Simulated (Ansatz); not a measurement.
`CC(C)=[OH+]`, 11 atoms. The species carries charge 1 and has multiplicity 1. Hardware: A = 2 threads of a server CPU on a shared host; B = 2 threads of an AMD EPYC 7R13 on a shared host and a share of an NVIDIA H100 80 GB. Correlated methods freeze the cores.

Q: Give the basis size and wall time and peak host memory of each of these runs in Ansatz. RKS PBE0-D4/def2-TZVP relaxation (6 steps) [A]; direct RPA on PBE orbitals/def2-TZVPP energy [A]; RKS LC-ωPBE/def2-TZVPP energy [A]; RHF-CCSD(T)/cc-pV(Q+d)Z energy [B]; RHF-CCSD(T)/def2-SVP energy [A]; RKS B3LYP-D4/def2-TZVPP energy and forces [A]; RHF-CCSD(T)/def2-TZVPP energy [B]; RHF-CCSD(T)/cc-pV(T+d)Z energy [B]; RKS ωB97M-V/def2-SVP energy [A]; RHF-CCSD(T)/cc-pV(D+d)Z energy [A]; RKS ωB97M-V/def2-QZVPP energy [B]; RKS PBE0-D4/def2-TZVP frequencies [A]. (Estimate.)

A: The calculation gave: Other jobs shared the machine, so times are rough.

| level | job | functions | wall time | peak host memory (GiB) |
| --- | --- | --- | --- | --- |
| RKS ωB97M-V/def2-SVP | energy [A] | 91 | 7.5 s | 0.41 |
| RHF-CCSD(T)/cc-pV(T+d)Z | energy [B] | 218 | 8 s | 0.78 |
| RKS ωB97M-V/def2-QZVPP | energy [B] | 438 | 9 s | 0.97 |
| RHF-CCSD(T)/def2-TZVPP | energy [B] | 222 | 9 s | 0.79 |
| RHF-CCSD(T)/def2-SVP | energy [A] | 91 | 10 s | 0.41 |
| direct RPA on PBE orbitals/def2-TZVPP | energy [A] | 222 | 11 s | 0.51 |
| RKS LC-ωPBE/def2-TZVPP | energy [A] | 222 | 12 s | 0.41 |
| RKS B3LYP-D4/def2-TZVPP | energy and forces [A] | 222 | 12 s | 0.5 |
| RHF-CCSD(T)/cc-pV(D+d)Z | energy [A] | 91 | 14 s | 0.41 |
| RHF-CCSD(T)/cc-pV(Q+d)Z | energy [B] | 430 | 22 s | 2.2 |
| RKS PBE0-D4/def2-TZVP | relaxation (6 steps) [A] | 166 | 51 s | 0.36 |
| RKS PBE0-D4/def2-TZVP | frequencies [A] | 166 | 5.3 min | 0.41 |

B3LYP here is the variant with VWN-RPA as its local correlation; programs differ in this. LC-ωPBE has ω = 0.4 bohr⁻¹.
